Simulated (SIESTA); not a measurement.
Write the native input for SIESTA 5.4.2 that does the following.

```
Task                : single point
Functional          : vdW-DF-cx
Potentials or basis : PseudoDojo 0.4 standard (PBE files)
Basis               : DZP (energy shift 0.003 Ry)
Grid cutoff         : 500 Ry
Energy shift        : 0.003 Ry
k mesh              : 10 × 10 × 5
Occupations         : fermi-dirac, width 0.05 eV
Spin                : no spin polarisation
```

Crystal: SiC (Moissanite).

```
Si C
1.0
     3.07600    0.00000    0.00000
    -1.53800    2.66389    0.00000
     0.00000    0.00000    5.04800
Si C
2 2
Direct
  0.66667 0.33333 0.50000
  0.33333 0.66667 0.00000
  0.66667 0.33333 0.88500
  0.33333 0.66667 0.38500
```

These files were run (other wordings do the same):

SiC.fdf

```
SystemName                      Moissanite
SystemLabel                     SiC
NumberOfSpecies                 2
NumberOfAtoms                   4
%block ChemicalSpeciesLabel
  1  14 Si
  2   6 C
%endblock ChemicalSpeciesLabel
%include structure.fdf

%block kgrid.MonkhorstPack
   10   0   0  0.0
    0  10   0  0.0
    0   0   5  0.0
%endblock kgrid.MonkhorstPack
XC.Functional                   VDW
XC.Authors                      BH
PAO.BasisSize                   DZP
PAO.EnergyShift                 0.003 Ry
Mesh.Cutoff                     500 Ry
OccupationFunction              FD
ElectronicTemperature           0.05 eV
MaxSCFIterations                120
SCF.MustConverge                false
SCF.Mixer.Method                Pulay
SCF.Mixer.Weight                0.25
SCF.Mixer.History               8
SCF.DM.Tolerance                5.0e-05
SCF.H.Tolerance                 1.0e-03 eV
WriteForces                     true
Charge.Mulliken                 end
```

structure.fdf

```
LatticeConstant                 1.0 Ang
%block LatticeVectors
     3.0760000000     0.0000000000     0.0000000000
    -1.5380000000     2.6638941420     0.0000000000
     0.0000000000     0.0000000000     5.0480000000
%endblock LatticeVectors
AtomicCoordinatesFormat         Fractional
%block AtomicCoordinatesAndAtomicSpecies
     0.6666666667     0.3333333333     0.5000000000  1  Si
     0.3333333333     0.6666666667     0.0000000000  1  Si
     0.6666666667     0.3333333333     0.8850000000  2  C
     0.3333333333     0.6666666667     0.3850000000  2  C
%endblock AtomicCoordinatesAndAtomicSpecies
```

Potentials or basis: PseudoDojo 0.4 standard (PBE files), DZP (energy shift 0.003 Ry).

The run is started by

```console
$ siesta SiC.fdf > SiC.out 2>&1
```

It gave:

| Quantity | Value |
| --- | --- |
| Pressure | 5.5 GPa |
| Largest force | 0.849 eV/Å |
| Band gap on the k mesh | 2.38 eV, indirect (least direct gap 4.04 eV) |

Caveat: the potentials were made for another functional, which shifts forces and pressure; an odd mesh through Γ misses points on the zone boundary, where band edges often lie; the basis of atomic orbitals isn't converged, which shifts pressures, moduli and gaps.

Wall time 62 s on 1 thread of Intel(R) Xeon(R) 6975P-C (Granite Rapids), on a shared host, peak memory 0.39 GiB.
